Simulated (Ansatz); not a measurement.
Effect of uniaxial stress, 5 GPa compression along z on GeTe

Take GeTe (space group R3m, No. 160; layered) as the base.

```
CELL_PARAMETERS angstrom
      2.09351     1.20869     3.68680
     -2.09351     1.20869     3.68680
      0.00000    -2.41737     3.68680
ATOMIC_POSITIONS crystal
  Ge 0.23184 0.23184 0.23184
  Te 0.76816 0.76816 0.76816
```

Cartesian axes are those of the cell as printed.

One thing is altered: uniaxial stress, 5 GPa compression along z, with the cell and atoms free to relax against it.

Calculations: Ansatz (a program for electronic structure) r2SCAN, no spin-orbit coupling. Γ-centred 10×10×10 mesh, Fermi–Dirac width 0.05 eV.

```tsv
quantity	base	changed	shift
volume per atom	27.99 Å³	25.99 Å³	-1.992 Å³
energy relative to the base (free energy F)	0 meV/atom	+49 meV/atom	+49 meV/atom
band gap (an upper bound: an edge found on the path is not a true extremum; the base alone)	0.64 eV	zero	–
strain response (xx, yy, zz) (rough)	–	(+2.68, +2.68, −11.91) %	–
```

Final structure:

```
CELL_PARAMETERS angstrom
      2.14966     1.24111     3.24778
     -2.14966     1.24111     3.24778
      0.00000    -2.48222     3.24778
ATOMIC_POSITIONS crystal
  Ge 0.24055 0.24055 0.24055
  Te 0.75945 0.75945 0.75945
```

A case with no gap was solved on a k-mesh chosen for an insulator, which is coarse for it. Without a gap, meshes like the base's 10×10×10 leave anisotropic stresses uncertain by several tenths of a GPa, and small strain energies with them. With Te present, leaving out spin-orbit coupling can change the band edges. Beyond what the load breaks, stability against distortions was not tested. The final runs are not spin-polarised. No dispersion term is included, though the crystal is made of layers, chains or molecules, so its spacings can come out too wide. The zero or small gap of GeTe under uniaxial stress, 5 GPa compression along z can change with the level of theory.
